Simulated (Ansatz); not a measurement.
**BaTe (Pm-3m, relaxed from a PbO start): other levels of theory at one geometry**

The task here is to estimate one member of a computed series from the others.

Computed with Ansatz 0.2.0 (DFT at several levels, plane waves, PAW, unless a step's input says otherwise).

1 further run of the same task is left out (it didn't finish). Runs told in other sessions of the task aren't counted.

## Starting point

It takes space group Pm-3m (No. 221, cubic). The conventional cell has a = 4.244 Å, b = 4.244 Å, c = 4.244 Å, α = 90.00°, β = 90.00°, γ = 90.00°. Ba (site symmetry m-3m) is surrounded by 8 Te at 3.67 to 3.68 Å. Te (site symmetry m-3m) has 8 Ba at 3.67 to 3.68 Å in its first shell of neighbours.

Structure file:

```cif
data_structure
_symmetry_space_group_name_H-M 'Pm-3m'
_symmetry_Int_Tables_number 221
_cell_length_a 4.2436
_cell_length_b 4.2436
_cell_length_c 4.2436
_cell_angle_alpha 90.000
_cell_angle_beta 90.000
_cell_angle_gamma 90.000
_cell_volume 76.42
loop_
_atom_site_label
_atom_site_type_symbol
_atom_site_symmetry_multiplicity
_atom_site_Wyckoff_symbol
_atom_site_fract_x
_atom_site_fract_y
_atom_site_fract_z
_atom_site_occupancy
Ba1 Ba 1 b 0.50000 0.50000 0.50000 1
Te1 Te 1 a 0.00000 0.00000 0.00000 1
```

An earlier run at PBE left this cell at 38.211 Å³/atom and 0.00 GPa (6×6×8 mesh), gap on the mesh 0.86 eV.

Levels to run: PBE+SOC; r²SCAN; PBEsol; LDA; HSE06. Hardware: 2 threads of Arm Neoverse V2, shared host.

The first run:

The input, input.yaml:

```yaml
crystal:
  lattice:
    - [6.0014404072, 0.0, 0.0]
    - [0.0, 6.0014404072, 0.0]
    - [0.0, 0.0, 4.2436295593]
  atoms:
    - { symbol: Ba, position: [0.5, 0.0, 0.4999515426] }
    - { symbol: Ba, position: [0.0, 0.5, 0.5000484574] }
    - { symbol: Te, position: [0.0, 0.0, 0.0] }
    - { symbol: Te, position: [0.5, 0.5, 0.0] }
basis:
  ecutwfc: 420
  ecutrho_ratio: 4
kpoints:
  mp_grid: { grid: [6, 6, 8] }
hamiltonian:
  xc: pbe
scf:
  occupations: { method: gaussian, width: 0.05 }
output:
  forces: true
  stress: true
  eigenvalues: true
  populations: true
  dos: { projected: true, de: 0.02 }
  write_density: true
  write_potential: true
  elf: true
  volumetric_format: npy
magnetization:
  noncollinear: true
  spin_orbit: true
```

Command:

```bash
> ansatz run input.yaml --threads 2 --pin off --max-ram 2662MiB --backend cpu --events-out ev --progress --plain --runs-dir out
```

Steps of the session up to this table: PBE+SOC; r²SCAN; PBEsol; LDA; HSE06.

One table of the session follows, with a row left open; its other results are not shown here.

```
  level  gap on the mesh (eV)  pressure (GPa)
    PBE                  0.86             0.0
    LDA                  0.75            -3.0
 PBEsol                  0.78            -1.9
PBE+SOC                     ?               ?
 r²SCAN                  1.20             0.0
  HSE06                  1.50            -0.4
```

Estimate the missing values for PBE+SOC.

**Answer.** gap on the mesh (eV): 0.83; pressure (GPa): 0.0. In the column «gap on the mesh (eV)» it lies between PBEsol (0.78) and PBE (0.86).

The pressure runs from -3.0 GPa (LDA) to 0.0 GPa (PBE+SOC); a negative pressure means that level wants a smaller cell, a positive one a larger cell. The gap is widest with HSE06 (1.50 eV) and narrowest with LDA (0.75 eV). Total energies of different levels have different zeros and can't be compared.

To keep in mind: Warnings in the runs' records: stress exchange threshold loose, stress scf threshold loose.
